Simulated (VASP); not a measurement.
## InAs: single point with PBE

**Experimental background.**

A printed reference work, data compilation reports, for a bulk crystal of InAs at 4.2 K: band gap 0.418 eV (direct).

The system is InAs.

```
CELL_PARAMETERS angstrom
0.00000 3.01800 3.01800
3.01800 0.00000 3.01800
3.01800 3.01800 0.00000
ATOMIC_POSITIONS crystal
In 0.00000 0.00000 0.00000
As 0.75000 0.75000 0.75000
```

| Quantity | Value |
| --- | --- |
| Program | VASP 6.6.1 |
| Task | single point |
| Functional | PBE |
| Potentials or basis | VASP PAW PBE potentials, release 64 (In_d, As) |
| Cutoff | 520 eV |
| k mesh | 8 × 8 × 8 |
| Occupations | gaussian, width 0.028 eV |
| Spin | no spin polarisation |

```json
{
 "Pressure": "4.4 GPa",
 "Band gap on the k mesh": "none (metal or under the smearing width)"
}
```

Levels at points of the mesh, in eV from the Fermi level:
```tsv
k point	band 5	band 6	band 7	band 8	band 9	band 10	band 11	band 12	band 13
(0.00, 0.00, 0.00)	-14.28	-11.91	-0.18	-0.01	-0.01	-0.01	3.90	3.90	3.90
(0.50, 0.00, 0.00)	-14.28	-10.42	-5.80	-1.00	-1.00	0.96	4.67	4.67	6.85
(0.50, 0.50, 0.00)	-14.26	-9.87	-5.87	-2.35	-2.35	1.53	2.05	9.21	9.30
```

It took 11 s on 1 thread of AMD EPYC 9R45 96-Core Processor (Zen 5), on a shared host, peak memory 0.15 GiB.

Against the measured gap of InAs, 0.418 eV (direct; 4.2 K; a printed reference work, data compilation), the calculated 0.00 eV is off by -0.42 eV. Spin-orbit coupling on As, In is left out. The value is that of PBE on a finite k mesh, which can miss the band edges, without temperature or zero-point motion. Semilocal functionals fall short of measured gaps as a rule.

Caveat: this crystal is a semiconductor, whose small gap the functional closes, so the metal is an error of the method.
